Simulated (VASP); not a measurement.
Input of a VASP 6.6.1 run:

POSCAR

```
BaTe
1.0
    4.3063258651     -0.1061626090     -0.1061626090
   -0.1061626090      4.3063258651     -0.1061626090
   -0.1061626090     -0.1061626090      4.3063258651
Ba Te
1 1
Direct
    0.0000000000      0.0000000000      0.0000000000
    0.5000000000      0.5000000000      0.5000000000
```

File INCAR.step1:

```
SYSTEM = BaTe
  ALGO = Normal
  EDIFF = 1E-4
  ENCUT = 520
  GGA = PE
  ISMEAR = 0
  LASPH = .True.
  LCHARG = .False.
  LREAL = .False.
  LWAVE = .True.
  NBANDS = 15
  NELM = 100
  PREC = Accurate
  SIGMA = 0.01
```

Contents of INCAR.step2:

```
SYSTEM = BaTe
  ALGO = Normal
  EDIFF = 1E-6
  ENCUT = 520
  ISIF = 2
  ISMEAR = 0
  ISTART = 1
  LASPH = .True.
  LCHARG = .False.
  LMIXTAU = .True.
  LREAL = .False.
  LWAVE = .False.
  METAGGA = R2SCAN
  NBANDS = 15
  NELM = 100
  PREC = Accurate
  SIGMA = 0.01
```

KPOINTS

```
k-points
0
Gamma
  6 6 6
  0 0 0
```

Potentials or basis: VASP PAW PBE potentials, release 64 (Ba_sv, Te).

Command:

```sh
$ cat potpaw_PBE.64/Ba_sv/POTCAR potpaw_PBE.64/Te/POTCAR > POTCAR
$ cp INCAR.step1 INCAR
$ mpirun -np 1 vasp_std > vasp.out
$ cp INCAR.step2 INCAR
$ mpirun -np 1 vasp_std > vasp.out
```

Question: What does it give for the pressure?

Answer: -0.6 GPa.

Question: Predict the band gap on the k mesh.

Answer: 1.23 eV, indirect (least direct gap 1.42 eV).

Stress tensor (GPa, compression positive):
```
-0.64  0.58  0.58
 0.58 -0.64  0.58
 0.58  0.58 -0.64
```

Caveat: the PAW data sets were made with another functional, which shifts forces and pressure a little; spin-orbit coupling is left out, which moves the levels of the heavy elements. A k mesh can miss the band edges.
